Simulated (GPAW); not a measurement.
# GaP (F-43m) in GPAW: notebook

One crystal, GaP, is run at these levels: PBE, LDA, RPBE; tasks: single point.

All numbers are computed with GPAW 26.7.0; they aren't measurements. Logs are shortened: lines on timing, memory, paths and dates and some standing lists are left out, and cuts for length are marked. The log counts tension as positive stress, the text compression.

**Measured values to compare with.**

“Stacking defects in GaP nanowires: Electronic structure and optical properties”, 2018, arxiv:1810.01194 quotes, for a bulk crystal of GaP at 10 K: band gap 2.34 eV (indirect).

How close the calculation comes is told below.

### Step 1. Starting point

Symmetry: F-43m, No. 216, cubic system. Conventional cell: a = 5.451 Å, b = 5.451 Å, c = 5.451 Å, α = 90.00°, β = 90.00°, γ = 90.00°. Around Ga (site symmetry -43m) lie 4 P at 2.36 Å. P (site symmetry -43m) has 4 Ga at 2.36 Å as nearest neighbours.

### Step 2. Single point, PBE

Contents of run.py:

```python
import spglib
from ase import Atoms
from ase.dft.bandgap import bandgap
from ase.io import read, write
from ase.units import GPa
from gpaw import GPAW, PW

atoms = read('GaP.cif')
cell, positions, numbers = spglib.find_primitive(
    (atoms.cell[:], atoms.get_scaled_positions(), atoms.numbers), symprec=1e-4)
atoms = Atoms(numbers, cell=cell, scaled_positions=positions, pbc=True)

calc = GPAW(mode=PW(500),
            xc='PBE',
            kpts={'size': (7, 7, 7), 'gamma': True},
            occupations={'name': 'fermi-dirac', 'width': 0.01},
            nbands=11,
            convergence={'density': 1e-05, 'energy': 1e-05},
            maxiter=150,
            txt='gpaw.txt')
atoms.calc = calc
energy = atoms.get_potential_energy()
forces = atoms.get_forces()
stress = atoms.get_stress()
calc.write('gs.gpw')
write('result.traj', atoms)
print(f'Energy: {energy:.6f} eV')
print('Forces (eV/A):')
print(forces.round(4))
print('Stress (GPa):', (stress / GPa).round(3))
print('Fermi level:', round(calc.get_fermi_level(), 4), 'eV')
print(f'Gap: {bandgap(calc)[0]:.4f} eV, direct: {bandgap(calc, direct=True)[0]:.4f} eV')
```

Contents of GaP.cif:

```cif
data_GaP
_cell_length_a 5.45050000
_cell_length_b 5.45050000
_cell_length_c 5.45050000
_cell_angle_alpha 90.00000000
_cell_angle_beta 90.00000000
_cell_angle_gamma 90.00000000
_space_group_name_H-M_alt 'F-43m'
_space_group_name_Hall 'F -4 2 3'
_space_group_IT_number 216
loop_
_space_group_symop_operation_xyz
'x,y,z'
'y,-x,-z'
'-x,-y,z'
'-y,x,-z'
'x,-y,-z'
'y,x,z'
'-x,y,-z'
'-y,-x,z'
'z,x,y'
'-z,y,-x'
'z,-x,-y'
'-z,-y,x'
'-z,x,-y'
'z,y,x'
'-z,-x,y'
'z,-y,-x'
'y,z,x'
'-x,-z,y'
'-y,z,-x'
'x,-z,-y'
'-y,-z,x'
'x,z,y'
'y,-z,-x'
'-x,z,-y'
'x,y+1/2,z+1/2'
'y,-x+1/2,-z+1/2'
'-x,-y+1/2,z+1/2'
'-y,x+1/2,-z+1/2'
'x,-y+1/2,-z+1/2'
'y,x+1/2,z+1/2'
'-x,y+1/2,-z+1/2'
'-y,-x+1/2,z+1/2'
'z,x+1/2,y+1/2'
'-z,y+1/2,-x+1/2'
'z,-x+1/2,-y+1/2'
'-z,-y+1/2,x+1/2'
'-z,x+1/2,-y+1/2'
'z,y+1/2,x+1/2'
'-z,-x+1/2,y+1/2'
'z,-y+1/2,-x+1/2'
'y,z+1/2,x+1/2'
'-x,-z+1/2,y+1/2'
'-y,z+1/2,-x+1/2'
'x,-z+1/2,-y+1/2'
'-y,-z+1/2,x+1/2'
'x,z+1/2,y+1/2'
'y,-z+1/2,-x+1/2'
'-x,z+1/2,-y+1/2'
'x+1/2,y,z+1/2'
'y+1/2,-x,-z+1/2'
'-x+1/2,-y,z+1/2'
'-y+1/2,x,-z+1/2'
'x+1/2,-y,-z+1/2'
'y+1/2,x,z+1/2'
'-x+1/2,y,-z+1/2'
'-y+1/2,-x,z+1/2'
'z+1/2,x,y+1/2'
'-z+1/2,y,-x+1/2'
'z+1/2,-x,-y+1/2'
'-z+1/2,-y,x+1/2'
'-z+1/2,x,-y+1/2'
'z+1/2,y,x+1/2'
'-z+1/2,-x,y+1/2'
'z+1/2,-y,-x+1/2'
'y+1/2,z,x+1/2'
'-x+1/2,-z,y+1/2'
'-y+1/2,z,-x+1/2'
'x+1/2,-z,-y+1/2'
'-y+1/2,-z,x+1/2'
'x+1/2,z,y+1/2'
'y+1/2,-z,-x+1/2'
'-x+1/2,z,-y+1/2'
'x+1/2,y+1/2,z'
'y+1/2,-x+1/2,-z'
'-x+1/2,-y+1/2,z'
'-y+1/2,x+1/2,-z'
'x+1/2,-y+1/2,-z'
'y+1/2,x+1/2,z'
'-x+1/2,y+1/2,-z'
'-y+1/2,-x+1/2,z'
'z+1/2,x+1/2,y'
'-z+1/2,y+1/2,-x'
'z+1/2,-x+1/2,-y'
'-z+1/2,-y+1/2,x'
'-z+1/2,x+1/2,-y'
'z+1/2,y+1/2,x'
'-z+1/2,-x+1/2,y'
'z+1/2,-y+1/2,-x'
'y+1/2,z+1/2,x'
'-x+1/2,-z+1/2,y'
'-y+1/2,z+1/2,-x'
'x+1/2,-z+1/2,-y'
'-y+1/2,-z+1/2,x'
'x+1/2,z+1/2,y'
'y+1/2,-z+1/2,-x'
'-x+1/2,z+1/2,-y'
loop_
_atom_site_label
_atom_site_type_symbol
_atom_site_symmetry_multiplicity
_atom_site_Wyckoff_symbol
_atom_site_fract_x
_atom_site_fract_y
_atom_site_fract_z
_atom_site_occupancy
Ga1 Ga 4 a 0.0000000000 0.0000000000 0.0000000000 1
P1 P 4 c 0.2500000000 0.2500000000 0.2500000000 1
```

Potentials or basis: GPAW PAW data sets (gpaw-data 1.2.1), pw.

Run with:

```console
OMP_NUM_THREADS=1 python run.py
```

gpaw.txt:

```text
__  _  _
 | _ |_)|_||  |
 |__||  | ||/\| - 26.7.0

Input parameters:
  mode=PW(ecut=500.0),
  convergence={'density': 1e-05, 'energy': 1e-05},
  kpts=MonkhorstPack(size=(7, 7, 7), gamma=True),
  maxiter=150,
  nbands=11,
  occupations=Occupations(name='fermi-dirac', width=0.01),
  xc=XC(name='PBE')

Diagonalizing LCAO Hamiltonian
Converting LCAO to pw mode

           P

       Ga

Atoms  # Å, Bohr magnetons
|   | symbol |        x |        y |        z |    initial magnetic moments |
|---|--------|----------|----------|----------|-----------------------------|
| 0 |     Ga | 0.000000 | 0.000000 | 0.000000 | ( 0.0000,  0.0000,  0.0000) |
| 1 |      P | 1.362625 | 1.362625 | 1.362625 | ( 0.0000,  0.0000,  0.0000) |

Unit cell  # Å
| periodic |        x |        y |        z |  lengths |    angles |
|----------|----------|----------|----------|----------|-----------|
|      yes | 0.000000 | 2.725250 | 2.725250 | 3.854086 | 60.000000 |
|      yes | 2.725250 | 0.000000 | 2.725250 | 3.854086 | 60.000000 |
|      yes | 2.725250 | 2.725250 | 0.000000 | 3.854086 | 60.000000 |

Number of symmetries: 24
Symmetry operations  # r_c * U_cc + t_c -> r_c
|    | kind |            matrix            |
|----|------|------------------------------|
|  0 |  E   |  1, 0, 0,  0, 1, 0,  0, 0, 1 |
|  1 |  σ   |  1, 0, 0,  0, 0, 1,  0, 1, 0 |
|  2 |  σ   |  1, 0,-1,  0, 1,-1,  0, 0,-1 |
|  3 |  C3  |  1, 0,-1,  0, 0,-1,  0, 1,-1 |
|  4 |  C3  |  1,-1, 0,  0,-1, 1,  0,-1, 0 |
|  5 |  σ   |  1,-1, 0,  0,-1, 0,  0,-1, 1 |
|  6 |  σ   |  0, 1, 0,  1, 0, 0,  0, 0, 1 |
|  7 |  C3  |  0, 1, 0,  0, 0, 1,  1, 0, 0 |
|  8 |  C2  |  0, 1,-1,  1, 0,-1,  0, 0,-1 |
|  9 |  S4  |  0, 1,-1,  0, 0,-1,  1, 0,-1 |
| 10 |  C3  |  0, 0, 1,  1, 0, 0,  0, 1, 0 |
| 11 |  σ   |  0, 0, 1,  0, 1, 0,  1, 0, 0 |
| 12 |  S4  |  0, 0,-1,  1, 0,-1,  0, 1,-1 |
| 13 |  C3  |  0, 0,-1,  0, 1,-1,  1, 0,-1 |
| 14 |  S4  |  0,-1, 1,  1,-1, 0,  0,-1, 0 |
| 15 |  C2  |  0,-1, 1,  0,-1, 0,  1,-1, 0 |
| 16 |  C3  |  0,-1, 0,  1,-1, 0,  0,-1, 1 |
| 17 |  S4  |  0,-1, 0,  0,-1, 1,  1,-1, 0 |
| 18 |  S4  | -1, 1, 0, -1, 0, 1, -1, 0, 0 |
| 19 |  C3  | -1, 1, 0, -1, 0, 0, -1, 0, 1 |
| 20 |  C3  | -1, 0, 1, -1, 1, 0, -1, 0, 0 |
| 21 |  S4  | -1, 0, 1, -1, 0, 0, -1, 1, 0 |
| 22 |  σ   | -1, 0, 0, -1, 1, 0, -1, 0, 1 |
| 23 |  C2  | -1, 0, 0, -1, 0, 1, -1, 1, 0 |

BZ-sampling:
  Number of BZ points: 343
  Number of IBZ points: 20

  Monkhorst-Pack size: [7, 7, 7]
  Monkhorst-Pack shift: [0, 0, 0]

K-points  # in reciprocal-cell coordinates
|     |                                coordinates |     weight |
|-----|--------------------------------------------|------------|
|   0 | (  0.00000000,   0.00000000,   0.00000000) | 0.00291545 |
|   1 | (  0.14285714,   0.14285714,   0.00000000) | 0.01749271 |
|   2 | (  0.14285714,   0.14285714,   0.14285714) | 0.02332362 |
|   3 | (  0.28571429,   0.14285714,   0.14285714) | 0.03498542 |
|   4 | (  0.28571429,   0.28571429,   0.00000000) | 0.01749271 |
|   5 | (  0.28571429,   0.28571429,   0.14285714) | 0.06997085 |
|   6 | (  0.28571429,   0.28571429,   0.28571429) | 0.02332362 |
|   7 | (  0.42857143,  -0.28571429,  -0.28571429) | 0.03498542 |
|   8 | (  0.42857143,   0.28571429,  -0.42857143) | 0.13994169 |
|   9 | (  0.42857143,   0.28571429,  -0.28571429) | 0.06997085 |
| ... |                                            |            |
|  19 | (  0.42857143,   0.42857143,   0.42857143) | 0.02332362 |

Plane wave coefficients: 1040
Cutoff: 500.0 eV

Spin-components: 1 (collinear spins)
Bands:           11
Projectors:      10
Spin-degeneracy: 2
Datatype:        complex128

Density:
  Valence electrons: 8.0
  Components: 1
  Grid points: [20 20 20]
  Charge: 0.0  # |e|

Potential:
  Grid points: [20 20 20]

species:
  Ga:
    name:    Gallium
    Z:       31.0
    valence: 3
    core:    28
    charge:  0.0  # [|e|]
    compensation charges:
      type: gauss
      rc: 0.37  # [Å]
      lmax: 2
    cutoffs:
      filter: 2.06  # [Å]
      core: 4.17  # [Å]
    projectors
    | kind |    occ | energy [eV] | rcut [Å] |
    |------|--------|-------------|----------|
    |   4s |  2.000 |      -8.945 |    1.164 |
    |   4p |  1.000 |      -2.580 |    1.164 |
    |    s |        |      18.266 |    1.164 |
    |    p |        |      24.631 |    1.164 |
    |    d |        |       0.000 |    1.164 |

    Using partial waves for Ga as LCAO basis

  P:
    name:    Phosphorus
    Z:       15.0
    valence: 5
    core:    10
    charge:  0.0  # [|e|]
    compensation charges:
      type: gauss
      rc: 0.30  # [Å]
      lmax: 2
    cutoffs:
      filter: 1.69  # [Å]
      core: 1.81  # [Å]
    projectors
    | kind |    occ | energy [eV] | rcut [Å] |
    |------|--------|-------------|----------|
    |   3s |  2.000 |     -13.968 |    0.953 |
    |   3p |  3.000 |      -5.506 |    0.953 |
    |    s |        |      13.244 |    0.953 |
    |    p |        |      21.705 |    0.953 |
    |    d |        |       0.000 |    0.953 |

    Using partial waves for P as LCAO basis

Reference energy: -62187.585188  # eV

eigensolver:
  PPCG
  Converge bands: occupied
  niter=2

density mixing:
  MSR1-Mixer
  Pratt-step length: 0.05
  Maximum mixing coefficient: 0.75
  Old densities: 10
  SVD Regularization: 0.005
  Good broyden scale: 1.0
  Trust region scale: 1.0
  Backstep threshold: 4.0
  History deletion threshold: 6.0
  Fourier metric: weight=20.0, sigma=0.015

occupation numbers:
  Fermi-Dirac:
    width: 0.0100  # eV

poisson solver:
  ecut: 4000.0  # eV

xc functional:
  name: PBE with 2 nearest neighbor stencil

convergence criteria:
- Maximum integral of absolute [dens]ity change: 1e-05 electrons / valence electron
- Maximum [total energy] change in last 3 cyles: 1e-05 eV / valence electron
- Maximum integral of absolute [eigenst]ate change: 4e-08 eV^2 / valence electron
maximum number of iterations: 150

SCF iterations
|iter     | |      energy | eigst |  dens |
|---------|-|-------------|-------|-------|
|iter:   1| |   -9.215167 | -0.28 |       |
|iter:   2| |   -9.180876 | -2.34 | -0.83 |
|iter:   3| |   -9.031514 | -1.89 | -0.87 |
|iter:   4| |   -9.032722 | -3.45 | -1.51 |
|iter:   5| |   -9.033016 | -4.35 | -2.05 |
|iter:   6| |   -9.033053 | -5.63 | -2.79 |
|iter:   7| |   -9.033053c| -7.21 | -3.79 |
|iter:   8| |   -9.033053c| -7.59c| -4.36 |
|iter:   9| |   -9.033053c| -8.66c| -5.34c|

Converged in 9 steps
Energy contributions relative to reference atoms: (reference = -62187.585188)

Energy contributions:
  Kinetic:          24.595586
  Coulomb:         -21.580060
  Zero:              0.014522
  External:          0.000000
  Xc:              -12.063101
  Entropy:          -0.000000
  Spinorbit:         0.000000
  ----------------------------
  Free energy:      -9.033053
  Extrapolated:     -9.033053

dipole moment: (-16.954372, -16.954372, -16.954372)  # |e|*Ang

Fermi level: 5.492
Eigenvalues  # (at kpt = [0.000, 0.000, 0.000])
| band index |      eig [eV] | occ [0-2] |
|------------|---------------|-----------|
|          0 |        -7.507 |     2.000 |
|          1 |         4.956 |     2.000 |
|          2 |         4.956 |     2.000 |
|          3 |         4.956 |     2.000 |
|          4 |         6.850 |     0.000 |
|          5 |         8.886 |     0.000 |
|          6 |         8.886 |     0.000 |
|          7 |         8.886 |     0.000 |
|          8 |        13.832 |     0.000 |
|          9 |        14.655 |     0.000 |
|         10 |        14.655 |     0.000 |

Gap: 1.613 eV
Transition (v -> c):
  (s=0, k=0, n=3, [0.00, 0.00, 0.00]) -> (s=0, k=16, n=4, [0.43, 0.43, 0.00])
Direct/indirect transitions are different
Direct gap: 1.894 eV
Transition at: (s=0, k=0, n=3, [0.00, 0.00, 0.00])

Forces  # eV/Ang
|       x |        y |        z |
|---------|----------|----------|
| 0.00000 | -0.00000 | -0.00000 |  # Ga   0
| 0.00000 |  0.00000 |  0.00000 |  # P    1

Stress tensor  # eV/Ang^3
|         x |         y |         z |
|-----------|-----------|-----------|
| -0.028496 | -0.000000 |  0.000000 |
| -0.000000 | -0.028496 |  0.000000 |
|  0.000000 |  0.000000 | -0.028496 |

# Writing to gs.gpw (mode='')
```

It took 3.7 s on 1 thread of Arm Neoverse V2, shared host; peak memory 0.13 GiB.

Results:

```
Free energy            : -9.0331 eV
Pressure               : 4.6 GPa
Band gap on the k mesh : 1.61 eV, indirect (least direct gap 1.89 eV)
```

Levels at points of the mesh, in eV from the valence-band top:
```tsv
k point	band 1	band 2	band 3	band 4	band 5	band 6	band 7
(0.00, 0.00, 0.00)	-12.46	0.00	0.00	0.00	1.89	3.93	3.93
```

Caveat: the cutoff is short for stress and forces, so pressures can be off by a GPa or more; an odd mesh through Γ misses points on the zone boundary, where band edges often lie.

### Step 3. Single point, LDA

run.py, as its differences from that of step 2:

```diff
@@ -1,3 +1 @@
-import spglib
-from ase import Atoms
 from ase.dft.bandgap import bandgap
@@ -7,9 +5,6 @@
 
-atoms = read('GaP.cif')
-cell, positions, numbers = spglib.find_primitive(
-    (atoms.cell[:], atoms.get_scaled_positions(), atoms.numbers), symprec=1e-4)
-atoms = Atoms(numbers, cell=cell, scaled_positions=positions, pbc=True)
+atoms = read('GaP.xyz')
 
-calc = GPAW(mode=PW(500),
-            xc='PBE',
+calc = GPAW(mode=PW(450),
+            xc='LDA',
             kpts={'size': (7, 7, 7), 'gamma': True},
```

Contents of GaP.xyz:

```xyz
2
Lattice="0.0000000000 2.7252500000 2.7252500000 2.7252500000 0.0000000000 2.7252500000 2.7252500000 2.7252500000 0.0000000000" Properties=species:S:1:pos:R:3 pbc="T T T"
Ga     0.0000000000      0.0000000000      0.0000000000
P      4.0878750000      4.0878750000      4.0878750000
```

Potentials or basis: the program's PAW data sets (release 1.2.1) made for this functional, pw.

Run with:

```console
OMP_NUM_THREADS=1 python run.py
```

Wall time 4.1 s (1 thread of Arm Neoverse V1, shared host); peak memory 0.13 GiB.

Results (log left out):

```yaml
Free_energy: -10.3567 eV
Pressure: -0.7 GPa
Band_gap_on_the_k_mesh: 1.46 eV, indirect (least direct gap 1.69 eV)
```

Levels at points of the mesh, in eV from the valence-band top:
```
           k point  band 1  band 2  band 3  band 4  band 5  band 6  band 7
(0.00, 0.00, 0.00)  -12.49    0.00    0.00    0.00    1.69    3.83    3.83
```

Caveat: the cutoff is short for stress and forces, so pressures can be off by a GPa or more; an odd mesh through Γ misses points on the zone boundary, where band edges often lie.

### Step 4. Single point, PBE

run.py, as its differences from that of step 3:

```diff
@@ -1,3 +1,4 @@
+from ase import Atoms
 from ase.dft.bandgap import bandgap
-from ase.io import read, write
+from ase.io import write
 from ase.units import GPa
@@ -5,6 +6,12 @@
 
-atoms = read('GaP.xyz')
+atoms = Atoms(['Ga', 'P'],
+              cell=[[0.0, 2.72525, 2.72525],
+                    [2.72525, 0.0, 2.72525],
+                    [2.72525, 2.72525, 0.0]],
+              scaled_positions=[[0.0, 0.0, 0.0],
+                                [0.75, 0.75, 0.75]],
+              pbc=True)
 
-calc = GPAW(mode=PW(450),
-            xc='LDA',
+calc = GPAW(mode=PW(500),
+            xc='PBE',
             kpts={'size': (7, 7, 7), 'gamma': True},
```

Potentials or basis: GPAW PAW data sets (gpaw-data 1.2.1), pw.

Run with:

```console
OMP_NUM_THREADS=1 python run.py
```

Wall time 4.9 s (1 thread of Arm Neoverse V1, shared host); peak memory 0.13 GiB.

It converged, with:

| Property | Result |
| --- | --- |
| Free energy | -9.0331 eV |
| Pressure | 4.6 GPa |
| Band gap on the k mesh | 1.61 eV, indirect (least direct gap 1.89 eV) |

Levels at points of the mesh, in eV from the valence-band top:
```tsv
k point	band 1	band 2	band 3	band 4	band 5	band 6	band 7
(0.00, 0.00, 0.00)	-12.46	0.00	0.00	0.00	1.89	3.93	3.93
```

Caveat: the cutoff is short for stress and forces, so pressures can be off by a GPa or more; an odd mesh through Γ misses points on the zone boundary, where band edges often lie.

(Part 1 of 2 ends here.)
